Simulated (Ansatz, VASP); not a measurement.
# One calculation of Na, two programs

```
Na
1.0
    -2.11750    2.11750    2.09633
     2.11750   -2.11750    2.09633
     2.11750    2.11750   -2.09633
Na
1
Direct
  0.00000 0.00000 0.00000
```

Change from the starting cell: zz strain of -1 %.

Alike in both runs: task single point; functional PBEsol; k mesh 12 × 12 × 12; occupations fermi-dirac, width 0.05 eV; no spin polarisation.

|  | VASP | Ansatz |
| --- | --- | --- |
| version | VASP 6.6.1 | Ansatz 0.2.0 |
| potentials or method | VASP PAW PBE potentials, release 64 (Na_pv), cutoff 520 eV | all-electron LAPW, scalar-relativistic |

|  | VASP | Ansatz | Ansatz less VASP |
| --- | --- | --- | --- |
| pressure (GPa) | -0.3 | -0.3 | +0.02 |

Ansatz ran all-electron here, so the differences hold the error of VASP's frozen core and of both bases.

Caveats: the PAW data sets were made with another functional, which shifts forces and pressure a little (VASP).
